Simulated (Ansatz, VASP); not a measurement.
**HfO2: VASP beside Ansatz**

```
Hf O
1.0
     0.00000    2.54881    2.67625
     2.54881    0.00000    2.67625
     2.54881    2.54881    0.00000
Hf O
1 2
Direct
  0.00000 0.00000 0.00000
  0.25000 0.25000 0.25000
  0.75000 0.75000 0.75000
```

Change from the starting cell: strain +0.000 along x and y, +0.050 along z, atoms carried along.

Alike in both runs: task single point; functional PBE; k mesh 8 × 8 × 8; occupations gaussian, width 0.05 eV; no spin polarisation.

```csv
,VASP,Ansatz
version,VASP 6.6.1,Ansatz 0.2.0
potentials or method,"VASP PAW PBE potentials, release 64 (Hf_pv, O)","scalar-relativistic, plane waves, PAW"
plane-wave cutoff (eV),520,420
valence electrons in the cell,22,38
```

Ansatz gave:

* gap on the k mesh at the Fermi level (eV): 3.19
* least direct gap on the mesh (eV): 3.35
* pressure (GPa): -10.7
* largest component of the traceless stress (GPa): 13.93

Task: Which values does VASP return?

Result: gap on the k mesh at the Fermi level (eV): 3.17; least direct gap on the mesh (eV): 3.34; pressure (GPa): -13.9; largest component of the traceless stress (GPa): 14.14.

The functional is the same, so the differences come from potentials, cutoffs and numerics. The two sets of potentials don't hold the same shells in valence.

Caveats: spin-orbit coupling is left out, which moves the levels of the heavy elements. A k mesh can miss the band edges.
